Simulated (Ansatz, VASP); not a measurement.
# TaInS3 in two plane-wave programs

One calculation is typed for both programs; each brings its own data sets. How far apart do they land? The cell is generated by rule, not measured, and may not be a known phase. The cell is taken from a series of runs on this material, whose earlier steps may have relaxed, scaled, displaced or heated it; both programs get it as it stands.

Main program and level: Ansatz 0.2.0; plane waves, with VASP 6.6.1 beside it; relaxation of cell and atoms at PBE.

The structure was built from a prototype and need not be the compound's stable phase.

**1. Set-up**

It takes space group Imma (No. 74, orthorhombic). The conventional cell has a = 6.764 Å, b = 9.347 Å, c = 6.765 Å, α = 90.00°, β = 90.00°, γ = 90.00°. Nearest to In lie 5 S at 2.82 to 2.88 Å. Nearest to Ta lie 6 S at 2.45 to 2.46 Å. Nearest to S lie 2 Ta at 2.45 Å and 1 In at 2.82 Å. Nearest to S lie 2 Ta at 2.46 Å and 2 In at 2.88 Å. Farther neighbours and most contacts between anions are not listed.

As a file:

```cif
data_structure
_symmetry_space_group_name_H-M 'P 1'
_symmetry_Int_Tables_number 1
_cell_length_a 6.6876
_cell_length_b 6.6876
_cell_length_c 6.6876
_cell_angle_alpha 119.240
_cell_angle_beta 91.330
_cell_angle_gamma 119.230
_cell_volume 213.87
loop_
_atom_site_label
_atom_site_type_symbol
_atom_site_fract_x
_atom_site_fract_y
_atom_site_fract_z
_atom_site_occupancy
In1 In 0.72244 0.97244 0.75000 1
In2 In 0.27756 0.02756 0.25000 1
Ta3 Ta 0.50000 0.50000 0.00000 1
Ta4 Ta 0.00000 0.50000 0.50000 1
S5 S 0.86054 0.61054 0.25000 1
S6 S 0.13946 0.38946 0.75000 1
S7 S 0.30992 0.00000 0.80992 1
S8 S 0.69008 0.00000 0.19008 1
S9 S 0.30992 0.50000 0.30992 1
S10 S 0.69008 0.50000 0.69008 1
```

**2. Ansatz: relaxation of cell and atoms, PBE**

Ansatz runs on its PAW soft_1 files.

The relaxed volume is the usual yardstick between codes: in a stiff, nearly cubic crystal its relative difference is about their pressure difference at one cell divided by the bulk modulus.

Input file input.yaml:

```yaml
crystal:
  lattice:
    - [-3.3821089627, 4.6736508905, 3.3826201383]
    - [3.3821089627, -4.6736508905, 3.3826201383]
    - [3.3821089627, 4.6736508905, -3.3826201383]
  atoms:
    - { symbol: In, position: [0.7224389644, 0.9724389644, 0.75] }
    - { symbol: In, position: [0.2775610356, 0.0275610356, 0.25] }
    - { symbol: Ta, position: [0.5, 0.5, 0.0] }
    - { symbol: Ta, position: [0.0, 0.5, 0.5] }
    - { symbol: S, position: [0.860535599, 0.610535599, 0.25] }
    - { symbol: S, position: [0.139464401, 0.389464401, 0.75] }
    - { symbol: S, position: [0.3099231022, 0.0, 0.8099231022] }
    - { symbol: S, position: [0.6900768978, 0.0, 0.1900768978] }
    - { symbol: S, position: [0.3099231022, 0.5, 0.3099231022] }
    - { symbol: S, position: [0.6900768978, 0.5, 0.6900768978] }
kpoints:
  mp_grid: { grid: [8, 8, 8] }
hamiltonian:
  xc: pbe
  pseudopotentials: { kind: paw, azcp: { folder: soft_1 } }
scf:
  occupations: { method: methfessel_paxton, width: 0.2 }
output:
  forces: true
  stress: true
  eigenvalues: true
relax:
  adjacent_minimum: "off"
  f_tol: 0.001
  max_steps: 60
  cell: { stress_tol: 0.01 }
```

Run with:

```sh
$ ansatz run input.yaml --threads 4 --pin off --max-ram 16384MiB --backend cpu --events-out ev --progress --plain --runs-dir out
```

Numbers of over 12 decimals in the logs are rounded to 6 here.

Log:

```text
Engine: ansatz 0.2.0, aarch64-unknown-linux-gnu
Pseudopotentials: kind: paw
Pseudopotential: In, paw, valence charge 13, recommended cutoff 420 eV (normal), soft_1/In.paw.azcp
Pseudopotential: Ta, paw, valence charge 13, recommended cutoff 420 eV (normal), soft_1/Ta.paw.azcp
Pseudopotential: S, paw, valence charge 6, recommended cutoff 420 eV (normal), soft_1/S.paw.azcp
Functional definition: PBE
  parameter kappa = 0.804
  parameter beta = 0.066725
  exchange = pbe_x(kappa = kappa, mu = beta*pi^2/3)
  correlation = pbe_c(beta = beta)
Crystal: 10 atoms, lattice volume = 213.874 Å³
Basis set: ecut = 420 eV, 4199 PW (Γ), exchange–correlation on 90×90×90 points (8 copies of the dense FFT grid, shifted against one another)
Bands: 54, of which v1, the nominal top of the filled ones, is band 44 counted from 1 (43 counted from 0)
Symmetry: 8 space group operations
Space group: Imma (ITA 74), of the structure as read, at distance tolerance 6.0e-5 Å
k-points: 95 of 512
Non-local potential: In, projectors of the file, l = 0: 2, l = 1: 2, l = 2: 2, l = 3: 1
Non-local potential: Ta, projectors of the file, l = 0: 3, l = 1: 2, l = 2: 2, l = 3: 1
Non-local potential: S, projectors of the file, l = 0: 2, l = 1: 2, l = 2: 1
PAW form: soft (Blöchl's): semilocal exchange-correlation on the pseudo side does not see the compensation charge
PAW one-centre angular grid: In, 590 points (default); XC on 64 Gauss nodes
PAW one-centre angular grid: Ta, 590 points (default); XC on 64 Gauss nodes
PAW one-centre angular grid: S, 110 points (default); XC on 64 Gauss nodes
Initial density: superposition of atomic densities (chi_scale 0.1, normalization cell, long waves kept (reshape's long-wave potential 0.00 eV rms))
Initial wavefunctions: pseudopotential atomic-orbital guess
Functional: x = pbe(κ = 0.804, μ = 0.219515), c = pbe(β = 0.066725)
SCF iter   1: F=—  HF=-36481.697375 eV  |F-HF|=—  |Δ(HF+E_count)|=         —  Δρ=2.98e-2  dr2=2.66e0  ethr=3.10e-3  ⟨swp⟩=6.3  Hψ=20775  notcnv=0
preconditioner: auto → Kerker (q_TF=auto, 2.353 Å⁻¹)  [metal: Δε(μ)=0.027 eV  Ē_g=10.028 eV  σ=0.200 eV  W_gap=0.11  n_scr=58 (ndim 8)  ℏωp=21.5 eV  f_vac=0.000  D(μ)=2.75/eV (n_scr^D=14)]
SCF iter   2: F=—  HF=-36481.342936 eV  |F-HF|=—  |Δ(HF+E_count)|=   3.54e-1  S|Δr|=    0.00e0  Δρ=1.74e-2  dr2=9.91e-1  ethr=3.02e-3  ⟨swp⟩=1.0  Hψ=5985  notcnv=0  defer=1
SCF iter   3: F=—  HF=-36481.163064 eV  |F-HF|=—  |Δ(HF+E_count)|=   1.80e-1  S|Δr|=    0.00e0  Δρ=3.63e-3  dr2=4.06e-2  ethr=1.13e-3  ⟨swp⟩=2.7  Hψ=7925  notcnv=0  defer=7
SCF iter   4: F=—  HF=-36481.163363 eV  |F-HF|=—  |Δ(HF+E_count)|=   2.99e-4  S|Δr|=    0.00e0  Δρ=1.20e-3  dr2=7.28e-3  ethr=4.61e-5  ⟨swp⟩=2.4  Hψ=8077  notcnv=0  defer=94
SCF iter   5: F=—  HF=-36481.163886 eV  |F-HF|=—  |Δ(HF+E_count)|=   5.23e-4  S|Δr|=    0.00e0  Δρ=4.20e-4  dr2=8.63e-4  ethr=8.28e-6  ⟨swp⟩=2.0  Hψ=7123  notcnv=0  defer=104
SCF iter   6: F=—  HF=-36481.164165 eV  |F-HF|=—  |Δ(HF+E_count)|=   2.79e-4  S|Δr|=    0.00e0  Δρ=1.60e-4  dr2=8.70e-5  ethr=9.80e-7  ⟨swp⟩=2.0  Hψ=6954  notcnv=0  defer=105
SCF iter   7: F=—  HF=-36481.164143 eV  |F-HF|=—  |Δ(HF+E_count)|=   2.27e-5  S|Δr|=    0.00e0  Δρ=4.38e-5  dr2=1.11e-5  ethr=9.88e-8  ⟨swp⟩=2.0  Hψ=7180  notcnv=0  defer=169
SCF iter   8: F=—  HF=-36481.164145 eV  |F-HF|=—  |Δ(HF+E_count)|=   2.70e-6  S|Δr|=    0.00e0  Δρ=1.56e-5  dr2=9.25e-7  ethr=1.26e-8  ⟨swp⟩=2.0  Hψ=7215  notcnv=0  defer=169
SCF iter   9: F=-36481.164146 eV  HF=-36481.164146 eV  |F-HF|=1.01e-8  |Δ(HF+E_count)|=   1.90e-7  S|Δr|=    0.00e0  Δρ=3.31e-6  dr2=5.18e-8  ethr=1.14e-10  ⟨swp⟩=11.5  Hψ=27206  notcnv=0
SCF 1 converged in 9 iterations: F = -36481.164146 eV  dr2 = 5.18e-8
  greatest PAW one-centre occupation: 0.999 electrons in one spin orbital (limit 2), on the Ta atom at site 3 (counted from 0), in its partial waves of l = 0
relax step   1: F+E_penalty+E_count = -36481.16414552 eV  Δ(F+E_penalty+E_count) = +0.000e0 eV  max|allowed force component| = 1.969e-3 eV/Å  Δτ_max = 0.0000 Å  P = -0.014 GPa  Ω = 213.874 Å³  (9 SCF iters, dr2 threshold 1.00e-7 eV, accepted)
[...]
relax step   3: F+E_penalty+E_count = -36481.16415439 eV  Δ(F+E_penalty+E_count) = +1.383e-6 eV  max|allowed force component| = 4.647e-4 eV/Å  Δτ_max = 0.0002 Å  P = +0.001 GPa  Ω = 213.837 Å³  energy of the carried Pulay correction = +5.522e-6 eV  (4 SCF iters, dr2 threshold 2.71e-10 eV, accepted)
[...]
relax step   4: F+E_penalty+E_count = -36481.16414869 eV  Δ(F+E_penalty+E_count) = +5.694e-6 eV  max|allowed force component| = 4.644e-4 eV/Å  Δτ_max = 0.0000 Å  P = +0.001 GPa  Ω = 213.837 Å³  stress off target by 1.56e-3 GPa  SCF on the basis re-selected at this cell (its energy is not comparable with the rows above)  (9 SCF iters)
basis re-selected at this cell: Δ(F+E_penalty+E_count) = +5.694e-6 eV, ΔP = -0.000 GPa vs the last step (what re-selecting the basis moved, of the pressure what is left beyond the Pulay correction that the steps carried, after the strain that the cell walked since its last selection, with what the two solves' SCF thresholds leave and, on support functions, any second-order correction that the steps lacked; it is no m [...]
SCF converged after 9 iterations
Stability not checked: this state was not tested for a lower state beside it, because cold or Methfessel-Paxton smearing, or corrected tetrahedra, fill the levels in a way that the test cannot read (fill_not_monotonic; see scf.lower_state_search)
Free energy (F): -36481.164149 eV
Harris-Foulkes:  -36481.164149 eV  (|F-HF|=0.00e0)
Internal energy: -36481.166673 eV  (E = F + TS)
E sigma→0 (E₀):  -36481.164780 eV
Entropy (-TS):   0.002524 eV (0.252 meV/atom)
Fermi energy:    9.215736 eV
--- Per-component energies (eV) ---
  E_band       = -476.389133
  E_kinetic    = 1845.151614
  E_local      = -4781.010520  (includes V_loc(G=0)·N_el)
  E_nonlocal   = 838.934886
  E_hartree    = 1783.813626
  E_xc         = -1461.021682
  E_vxc        = -1140.550166  (∫ρ·V_xc dr)
  E_paw        = -28671.725665  (= ΣΔE_a)
  E_vpaw       = -806.542702  (= ΣTr[D̂ρ^β])
  E_aug_tail   = 0.000478  (compensation charges beyond the density's cutoff)
  E_ewald      = -6035.309411
  E_smearing   = 0.002524  (= −TS)
  E_closure    = -0.000000  (closes the sum)
  Σ components = -36481.164149   (vs F -36481.164149, Δ=0.00e0)
--- Forces (eV/Å), atoms counted from 1 ---
  atom   1  In     0.00000000     0.00000000     0.00001573
  atom   2  In     0.00000000    -0.00000000    -0.00001573
  atom   3  Ta     0.00000000    -0.00000000    -0.00000000
  atom   4  Ta     0.00000000     0.00000000     0.00000000
  atom   5  S      0.00000000    -0.00000000     0.00046444
  atom   6  S      0.00000000     0.00000000    -0.00046444
  atom   7  S      0.00000000    -0.00013869    -0.00000000
  atom   8  S      0.00000000     0.00013869     0.00000000
  atom   9  S     -0.00000000    -0.00013869     0.00000000
  atom  10  S     -0.00000000     0.00013869    -0.00000000
  max |Σ_I F_I| component: 1.04e-17 eV/Å
--- Stress (GPa, compression-positive) ---
        0.000435       0.000000       0.000000
        0.000000       0.001556       0.000000
        0.000000       0.000000       0.000224
  P = ⅓ Tr σ = 0.0007 GPa (0.007 kbar)
--- Band table (eV; the first three rows and the last of 95) ---
  k-point 0: bands = [... 40 lower, 7.9150, 7.9671, 8.1795, 8.7001, 9.0453, 9.0739, 9.1239, 9.9315, ... 6 higher]
  k-point 1: bands = [... 40 lower, 7.8033, 8.0224, 8.3419, 8.7120, 9.2162, 9.2814, 9.4235, 10.1123, ... 6 higher]
  k-point 2: bands = [... 40 lower, 7.7170, 7.7938, 8.4486, 8.7839, 9.5424, 9.6642, 10.0378, 10.3991, ... 6 higher]
  k-point 94: bands = [... 40 lower, 7.7565, 7.9241, 8.0248, 8.5747, 9.6168, 9.9488, 10.0088, 10.0741, ... 6 higher]
--- Relaxed structure (3 steps of the walk, 3 accepted, 1 SCFs on fresh bases) ---
  F+E_penalty+E_count = -36481.16414869 eV   max|allowed force component| = 4.644e-4 eV/Å   (the final SCF, on the basis selected at the relaxed cell)
  cell:  # Å, volume = 213.8367 Å³
    - [-3.381946, 4.673521, 3.382294]
    - [3.381946, -4.673521, 3.382294]
    - [3.381946, 4.673521, -3.382294]
  atoms:
    - { symbol: In, position: [0.722526, 0.972526, 0.750000] }
    - { symbol: In, position: [0.277474, 0.027474, 0.250000] }
    - { symbol: Ta, position: [0.5, 0.5, 0] }
    - { symbol: Ta, position: [0, 0.5, 0.5] }
    - { symbol: S, position: [0.860538, 0.610538, 0.250000] }
    - { symbol: S, position: [0.139462, 0.389462, 0.75] }
    - { symbol: S, position: [0.309912, -5.551115123125783e-17, 0.809912] }
    - { symbol: S, position: [0.690088, 0.0, 0.190088] }
    - { symbol: S, position: [0.309912, 0.5, 0.309912] }
    - { symbol: S, position: [0.690088, 0.5, 0.690088] }
```

The column dr2 measures how far the density is from self-consistency, as an energy; F and HF (Harris–Foulkes) agree once it is small.

[end of part 1 of 2]

[Lines on the potential files, build, host, timing and source positions are cut from VASP's logs without a mark.]

[Logs are printed without paths, hosts, clocks, repeated set-up lines and the standing remarks that a program may print on its own settings, such as how far it seeks lower states.]

[Hosts, paths, dates, database ids (printed as entryN), source tags and the programs' standing remarks are cut or masked in the printed files.]
